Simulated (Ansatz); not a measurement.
**TiSi2: changing the pressure**

The cell as given:

```
CELL_PARAMETERS angstrom
0.00000 4.11752 4.26290
2.38951 0.00000 4.26290
2.38951 4.11752 0.00000
ATOMIC_POSITIONS crystal
Ti 0.75000 0.75000 0.75000
Ti 0.50000 0.50000 0.50000
Si 0.41257 0.08743 0.41257
Si 0.08743 0.41257 0.08743
Si 0.16257 0.83743 0.16257
Si 0.83743 0.16257 0.83743
```

The cell is a database's computed one, not the measured one.

Kept alike: task relaxation of cell and atoms; functional LDA; k mesh 5 × 5 × 5; occupations fermi-dirac, width 0.05 eV; no spin polarisation. Program: Ansatz, Ansatz PAW, cutoff 420 eV. The mesh is that of the run's cell of 6 atoms. No spin-orbit coupling.

| pressure, P (GPa) | volume (Å³/atom) | first edge of the run's cell (Å) | third edge of the run's cell (Å) |
| --- | --- | --- | --- |
| 0 | 13.489 | 5.863 | 4.689 |
| 2 | 13.323 | 5.839 | 4.666 |
| 5 | 13.093 | 5.806 | 4.635 |
| 10 | 12.750 | 5.756 | 4.589 |
| 20 | 12.177 | 5.669 | 4.509 |

The relaxations keep at least the cell's symmetry (Fddd). For a metal such a mesh leaves the last digits unconverged. Runs of this series that gave no sound value for these columns are left out. The runs follow the start's structure, whether or not it is the stable one at these pressures. P is the pressure aimed at, which the runs meet within some hundredths to tenths of a GPa. All rows use potentials made for PBE.

Q: What does the pressure change here?

A: The volume falls from 13.489 to 12.177 Å³/atom between 0 and 20 GPa. The volume falls ever more slowly, since the solid stiffens under load. At the pressures aimed at, which the runs meet within some tenths of a GPa, the step from 0 to 5 GPa gives a mean bulk modulus near 168 GPa, the last step 218 GPa. The first edge of the run's cell falls from 5.863 to 5.669 Å between 0 and 20 GPa. The third edge of the run's cell falls from 4.689 to 4.509 Å between 0 and 20 GPa.
